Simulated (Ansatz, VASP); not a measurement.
**AlCu2 in VASP and in Ansatz**

INCAR

```
SYSTEM = AlCu2
PREC = Accurate
ENCUT = 520
EDIFF = 1E-6
ISMEAR = 0
SIGMA = 0.1
LREAL = .False.
LASPH = .True.
NELM = 100
ALGO = Normal
ISIF = 2
LWAVE = .False.
LCHARG = .False.
GGA = PE
NBANDS = 20
```

File KPOINTS:

```
regular mesh
0
Gamma
  6 6 6
  0 0 0
```

Contents of POSCAR:

```
AlCu2
1.0
    3.9512222874      0.0000000000      0.0000000000
   -1.9756111437      3.4218588769      0.0000000000
    0.0000000000      0.0000000000      2.7791483046
Al Cu
1 2
Direct
    0.0000000000      0.0000000000      0.0000000000
    0.3333333333      0.6666666667      0.5000000000
    0.6666666667      0.3333333333      0.5000000000
```

Input for Ansatz:

```yaml
crystal:
  lattice:
    - [3.9512222874, 0.0, 0.0]
    - [-1.9756111437, 3.4218588769, 0.0]
    - [0.0, 0.0, 2.7791483046]
  atoms:
    - { symbol: Al, position: [0.0, 0.0, 0.0] }
    - { symbol: Cu, position: [0.3333333333, 0.6666666667, 0.5] }
    - { symbol: Cu, position: [0.6666666667, 0.3333333333, 0.5] }
basis:
  ecutwfc: 420
kpoints:
  mp_grid: { grid: [6, 6, 6] }
hamiltonian:
  xc: pbe
scf:
  occupations: { method: gaussian, width: 0.1 }
  lower_state_search: "off"
output:
  forces: true
  stress: true
  eigenvalues: true
```

Alike in both runs: task single point; functional PBE; k mesh 6 × 6 × 6; occupations gaussian, width 0.1 eV; no spin polarisation.

|  | VASP | Ansatz |
| --- | --- | --- |
| version | VASP 6.6.1 | Ansatz 0.2.0 |
| potentials or method | VASP PAW PBE potentials, release 64 (Al, Cu) | scalar-relativistic, plane waves, PAW |
| plane-wave cutoff (eV) | 520 | 420 |
| valence electrons in the cell | 25 | 41 |

|  | VASP | Ansatz | Ansatz less VASP |
| --- | --- | --- | --- |
| gap on the k mesh at the Fermi level (eV) | none | none | - |
| pressure (GPa) | 9.4 | 9.0 | -0.37 |
| largest component of the traceless stress (GPa) | 14.51 | 14.26 | -0.250 |

A gap of «none» marks a metal or a gap that the smearing closes. The two sets of potentials don't hold the same shells in valence.

Caveats: the k mesh is coarse (spacing up to 0.38 Å⁻¹), so the values aren't converged.
